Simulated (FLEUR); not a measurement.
# RbBr under changes of volume

One of the cells (40.248 Å³/atom); the others are scaled copies at fixed shape and fractional positions:

```
CELL_PARAMETERS angstrom
0.00000 3.42700 3.42700
3.42700 0.00000 3.42700
3.42700 3.42700 0.00000
ATOMIC_POSITIONS crystal
Rb 0.00000 0.00000 0.00000
Br 0.50000 0.50000 0.50000
```

- Program: FLEUR MaX-R8.1 (later development tree)
- Functional: r2SCAN
- Potentials or basis: all-electron
- Basis: FLAPW
- Kmax: 4.1 1/bohr
- k mesh: 7 × 7 × 7
- Occupations: fermi-dirac, width 0.05 eV
- Spin: no spin polarisation

| volume (Å³/atom) | energy over the lowest point (meV/atom) | gap on the mesh (eV) |
| --- | --- | --- |
| 37.833 | 17.80 | 5.09 |
| 38.638 | 10.65 | 5.03 |
| 40.248 | 1.87 | 4.91 |
| 41.858 | 0.00 | 4.81 |
| 42.663 | ? | ? |

Task: What does the run at 42.663 Å³/atom give?

Result: Energy over the lowest point 0.29 meV/atom; gap on the mesh 4.74 eV.

Worked out: A Birch-Murnaghan fit of order 2 (a polynomial in V^(-2/3)) to the other rows has its minimum at 41.57 Å³/atom with B0 = V·E''(V) = 14.6 GPa. It gives 1.14 meV/atom at 42.663 Å³/atom, against the run's 0.29. A straight line through the other rows of the gap, of slope -2.79 eV per unit of ln V (its deformation potential), extrapolates to 4.75 eV, against the run's 4.74.

Energies are extrapolated to zero smearing.

Caveats: the meta-GGA is that of a development version, with a GGA for the radial functions and cores and without core tails; an odd mesh through Γ misses points on the zone boundary, where band edges often lie (some runs). Spin-orbit coupling on Br, Rb is left out.
